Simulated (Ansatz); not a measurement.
K, a known structure type with other elements, at an estimated volume

```
CELL_PARAMETERS angstrom
0.00000 2.70415 2.70415
2.70415 0.00000 2.70415
2.70415 2.70415 0.00000
ATOMIC_POSITIONS crystal
K 0.00000 0.00000 0.00000
```

Method: PBE, no spin polarisation; PAW, plane waves to 420 eV, 11×11×11 Γ-centred mesh, fermi-dirac occupations (width 0.0349 eV) (Ansatz 0.2.0), atoms fixed.

Task: What do density and ELF say about some of the short contacts?

Result: K–K at 3.82 Å: least valence density 0.04 e/Å³ and ELF 0.11 there, so no covalent bond. Both are smooth PAW fields, read partly inside the augmentation spheres.

Task: What happens at the Fermi level?

Result: It is a metal, with about 0.79 states/eV a cell as the mean within 0.25 eV of the Fermi level, mostly K s (85 %).

Task: What does the stress say?

Result: The pressure is 7.0 GPa (compression positive), so with the atoms held at these fractions the cell would first expand.

Origin: a known structure type with other elements, at an estimated volume, so it need not be a known compound.
